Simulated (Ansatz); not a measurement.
# TiAl2: straining the crystal, uniaxial strain along a

The task here is to estimate one member of a computed series from the others.

Method: DFT r2SCAN, scalar-relativistic, plane waves, PAW, in Ansatz 0.2.0.

3 further runs of the same task are left out: 3 set aside as unsound or not needed.

### The structure to begin with

The structure is orthorhombic, space group Cmmm (No. 65). Conventional cell: a = 3.913 Å, b = 12.068 Å, c = 3.993 Å, α = 90.00°, β = 90.00°, γ = 90.00°. Ti (site symmetry m2m) is surrounded by 10 Al at 2.72 to 2.87 Å and 2 Ti at 2.99 Å. Al (site symmetry mmm) has 4 Ti at 2.72 Å and 8 Al at 2.80 to 2.88 Å as nearest neighbours. Al (site symmetry m2m) is surrounded by 6 Al at 2.71 to 2.88 Å and 6 Ti at 2.80 to 2.87 Å. Around Al (site symmetry mmm) lie 4 Ti at 2.75 Å and 8 Al at 2.80 to 2.86 Å.

Structure file:

```
Ti Al
1.0
     3.91335    0.00000    0.00000
     0.00000   12.06789    0.00000
     0.00000    0.00000    3.99286
Ti Al
4 8
Direct
  0.50000 0.84358 0.00000
  0.00000 0.65642 0.00000
  0.00000 0.34358 0.00000
  0.50000 0.15642 0.00000
  0.00000 0.00000 0.00000
  0.50000 0.67258 0.50000
  0.00000 0.82742 0.50000
  0.50000 0.00000 0.50000
  0.50000 0.50000 0.00000
  0.00000 0.17258 0.50000
  0.50000 0.32742 0.50000
  0.00000 0.50000 0.50000
```

The unstrained cell was computed beforehand with the same settings: E(σ→0) = -14346.4402 eV for 12 atoms, gap none (metal).

Set-up of the first run:

input.yaml

```yaml
crystal:
  lattice:
    - [3.8350839897, 0.0, 0.0]
    - [0.0, 12.1282268212, 0.0]
    - [0.0, 0.0, 4.0128277998]
  atoms:
    - { symbol: Ti, position: [0.5, 0.8435824417, 0.0] }
    - { symbol: Ti, position: [0.0, 0.6564175583, 0.0] }
    - { symbol: Ti, position: [0.0, 0.3435824417, 0.0] }
    - { symbol: Ti, position: [0.5, 0.1564175583, 0.0] }
    - { symbol: Al, position: [0.0, 0.0, 0.0] }
    - { symbol: Al, position: [0.5, 0.6725778138, 0.5] }
    - { symbol: Al, position: [0.0, 0.8274221862, 0.5] }
    - { symbol: Al, position: [0.5, 0.0, 0.5] }
    - { symbol: Al, position: [0.5, 0.5, 0.0] }
    - { symbol: Al, position: [0.0, 0.1725778138, 0.5] }
    - { symbol: Al, position: [0.5, 0.3274221862, 0.5] }
    - { symbol: Al, position: [0.0, 0.5, 0.5] }
basis:
  ecutwfc: 500
kpoints:
  mp_grid: { grid: [10, 4, 10] }
hamiltonian:
  xc: r2scan
scf:
  occupations: { method: gaussian, width: 0.1 }
output:
  forces: true
  stress: true
  eigenvalues: true
relax:
  adjacent_minimum: "off"
  f_tol: 0.008
  max_steps: 40
  cell: { stress_tol: 0.015, fix: [a, angles] }
```

On the command line:

```
$ ansatz run input.yaml --threads 1 --pin off --max-ram 2560MiB --backend cpu --events-out ev --progress --plain --runs-dir out
```

Among the steps run: At -2.0 %; The cell strained by +2.0 %; The cell strained by -4.0 %; Strain +4.0 %; Strain -6.0 %; The cell strained by +6.0 %.

One table of the session follows, with a row left open; its other results are not shown here.

Lengths are those of the vectors of the cell that was run; stresses in GPa:

| strain (%) | ΔE (meV/atom) | a (Å) | b (Å) | c (Å) |
| --- | --- | --- | --- | --- |
| -6.0 | 32.3 | 3.679 | 12.244 | 4.077 |
| -4.0 | 14.3 | 3.757 | 12.175 | 4.046 |
| -2.0 | 3.5 | 3.835 | 12.118 | 4.018 |
| +0.0 | 0.0 | 3.913 | 12.068 | 3.993 |
| +2.0 | ? | ? | ? | ? |
| +4.0 | 14.2 | 4.070 | 11.992 | 3.949 |
| +6.0 | 31.2 | 4.148 | 11.959 | 3.931 |

Estimate the missing values for strain (%) = +2.0.

Worked estimate for «ΔE (meV/atom)». A straight line through the neighbours (0.0, 0.0) and (4.0, 14.2) gives 0.0 + (14.2 − 0.0) × (2.0 − 0.0) / (4.0 − 0.0) = 7.1; a parabola fitted to 4 rows on both sides gives 3.7.

The run gave: ΔE (meV/atom): 3.7; a (Å): 3.992; b (Å): 12.028; c (Å): 3.970. In «ΔE (meV/atom)» the line misses by +3.4 and the parabola by 0.0.

ΔE is over the unstrained cell. Stress in GPa, positive in compression, on the Cartesian axes of the input. 
